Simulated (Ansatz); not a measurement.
# Ti: the cost of one run

Computed with Ansatz 0.2.0 (DFT r2SCAN, scalar-relativistic, plane waves, PAW, unless a step's input says otherwise).

4 further runs of the same task are left out: 2 that didn't finish, 2 set aside as unsound or not needed.

**1. Starting point**

It takes space group Im-3m (No. 229, cubic). Conventional cell: a = 3.252 Å, b = 3.252 Å, c = 3.252 Å, α = 90.00°, β = 90.00°, γ = 90.00°. Around Ti (site symmetry m-3m) lie 8 Ti at 2.82 Å.

Structure file:

```
CELL_PARAMETERS angstrom
-1.62589 1.62589 1.62589
1.62589 -1.62589 1.62589
1.62589 1.62589 -1.62589
ATOMIC_POSITIONS crystal
Ti 0.00000 0.00000 0.00000
```

It is the result of an earlier relaxation at this level (volume 17.19 Å³/atom; gap on the mesh: none (metal)).

**2. The slab**

Planes are indexed in the bulk's conventional cell (Im-3m (No. 229)), a = 3.252 Å, b = 3.252 Å, c = 3.252 Å, α = 90.00°, β = 90.00°, γ = 90.00°.

A (100) slab, 6.5 Å thick as cut, with 17 Å of vacuum; its outer planes are Ti (top) and Ti (bottom).

The slab as cut. Layers, bottom to top:

| plane | atoms per cell | height over the lowest (Å) |
| --- | --- | --- |
| 1 | Ti | 0.00 |
| 2 | Ti | 1.63 |
| 3 | Ti | 3.25 |
| 4 | Ti | 4.88 |
| 5 | Ti | 6.50 |

**3. Relaxing the clean slab**

Input file input.yaml:

```yaml
crystal:
  lattice:
    - [3.2517897406, 0.0, 0.0]
    - [0.0, 3.2517897406, 0.0]
    - [0.0, 0.0, 23.5035794812]
  atoms:
    - { symbol: Ti, position: [0.5, 0.5, 0.3616470422] }
    - { symbol: Ti, position: [0.0, 0.0, 0.4308235211] }
    - { symbol: Ti, position: [0.5, 0.5, 0.5] }
    - { symbol: Ti, position: [0.0, 0.0, 0.5691764789] }
    - { symbol: Ti, position: [0.5, 0.5, 0.6383529578] }
basis:
  ecutwfc: 500
kpoints:
  mp_grid: { grid: [9, 9, 1] }
hamiltonian:
  xc: r2scan
scf:
  occupations: { method: gaussian, width: 0.1 }
output:
  forces: true
  eigenvalues: true
  write_density: true
  write_potential: true
  elf: true
  volumetric_format: npy
relax:
  adjacent_minimum: "off"
  f_tol: 0.03
  max_steps: 70
  constraints: [{ sites: [0, 1] }]
efield:
  axis: 3
  dipole_correction: true
  ramp_width: 0.04
```

Launch:

```console
$ ansatz run input.yaml --threads 2 --pin off --max-ram 5120MiB --backend cpu --events-out ev --progress --plain --runs-dir out
```

What time and memory should one allow on 2 threads of Arm Neoverse V1, shared host?

About 2.1 min, with a peak of 0.89 GiB.
